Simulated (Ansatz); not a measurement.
Tetradymite Sb2Te3, treated with r²SCAN in Ansatz (PAW).

Settings: plane-wave cutoff 600 eV, 10×10×10 k mesh, scalar-relativistic PAW data made under PBE.

Cell (relaxed at this level):

Sb2Te3 is taken in the trigonal space group R-3m, hexagonal axes (No. 166), Pearson symbol hR5. Cell: a = b = 4.3070 Å, c = 31.8292 Å, α = β = 90.00°, γ = 120.00°. Sb on 6c is surrounded by 3 Te at 3.007 Å and 3 Te at 3.184 Å (octahedral). Te1 on 3a sees 6 Sb at 3.184 Å (octahedral). Te2 on 6c is coordinated by 3 Sb at 3.007 Å (trigonal pyramidal). (Neighbours: up to the widest gap in distance over summed covalent radii, below 1.35, at either atom.)
(The calculation used a cell of 5 atoms; values per cell refer to that cell.)

**Question.** Give the computed elastic constant C66, Voigt–Reuss–Hill bulk modulus, elastic constant C33, Young modulus, elastic constant C11, elastic constant C12, elastic constant C13 and elastic constant C44.

**Answer.** 
- elastic constant C66: 25.8 GPa
- Voigt–Reuss–Hill bulk modulus: 22.3 GPa
- elastic constant C33: 19.8 GPa
- Young modulus: 36.9 GPa
- elastic constant C11: 69.0 GPa
- elastic constant C12: 17.4 GPa
- elastic constant C13: 11.5 GPa
- elastic constant C44: 11.3 GPa

Note: the cell comes from a level without a dispersion term, which matters for the spacing of layers, chains or molecules.

Elastic constants are with the ions relaxed.

Spin–orbit coupling is not included.

Static lattice: no zero-point or thermal effects.

Ansatz is a first-principles code.
